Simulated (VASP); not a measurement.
## BN: relaxation of shape and atoms at fixed volume with PBE+D3(BJ)

BN:

```
B N
1.0
     2.49824    0.00000    0.00000
    -1.24912    2.16354    0.00000
     0.00000    0.00000    6.63570
B N
2 2
Direct
  0.33333 0.66667 0.25000
  0.66667 0.33333 0.75000
  0.33333 0.66667 0.75000
  0.66667 0.33333 0.25000
```

```yaml
Program: VASP 6.6.1
Task: relaxation of shape and atoms at fixed volume
Functional: PBE
Dispersion: D3(BJ)
Potentials_or_basis: VASP PAW PBE potentials, release 64 (B, N)
Cutoff: 600 eV
k_mesh: 12 × 12 × 4
Occupations: gaussian, width 0.05 eV
Spin: no spin polarisation
Dipole_correction: no
Further_INCAR_settings: ALGO = Normal; EDIFF = 1e-07; IBRION = 2; EDIFFG = -0.01; NSW = 60; ISIF = 4
```

```
Energy gained by relaxing  : 0.7 meV/atom
Ionic steps                : 2
Pressure after relaxing    : -0.3 GPa
Band gap on the k mesh     : 4.26 eV, indirect (least direct gap 4.63 eV)
Dispersion energy per atom : -0.142 eV
```

Stress tensor (GPa, compression positive):
```
-0.31  0.00  0.00
 0.00 -0.31  0.00
 0.00  0.00 -0.15
```

The path:
| step | energy change (eV) | largest force (eV/Å) | pressure (GPa) | volume (Å³) |
| --- | --- | --- | --- | --- |
| 1 | 0.0000 | 0.0000 | 2.25 | 35.87 |
| 2 | -0.0029 | 0.0000 | -0.26 | 35.87 |

Final structure:
```xyz
4
Lattice="2.5071 0.0000 0.0000 -1.2535 2.1712 0.0000 0.0000 0.0000 6.5890" Properties=species:S:1:pos:R:3 pbc="T T T"
B     0.0000    1.4475    1.6473
B     1.2535    0.7237    4.9418
N     0.0000    1.4475    4.9418
N     1.2535    0.7237    1.6473
```

Levels at points of the mesh, in eV from the valence-band top:
| k point | band 6 | band 7 | band 8 | band 9 | band 10 | band 11 |
| --- | --- | --- | --- | --- | --- | --- |
| (0.00, 0.00, 0.00) | -1.34 | -1.30 | -1.30 | 5.31 | 10.39 | 11.51 |
| (0.50, 0.00, 0.00) | -4.07 | -1.47 | -0.41 | 4.26 | 5.67 | 9.51 |
| (0.00, 0.00, 0.50) | -1.32 | -1.32 | -1.32 | 7.71 | 7.71 | 11.58 |
| (0.50, 0.00, 0.50) | -4.11 | -0.92 | -0.92 | 4.73 | 4.73 | 9.88 |

It took 23 s on 1 thread of AMD EPYC 9R45 (Zen 5), on a shared host, peak memory 0.15 GiB.

A k mesh can miss the band edges.
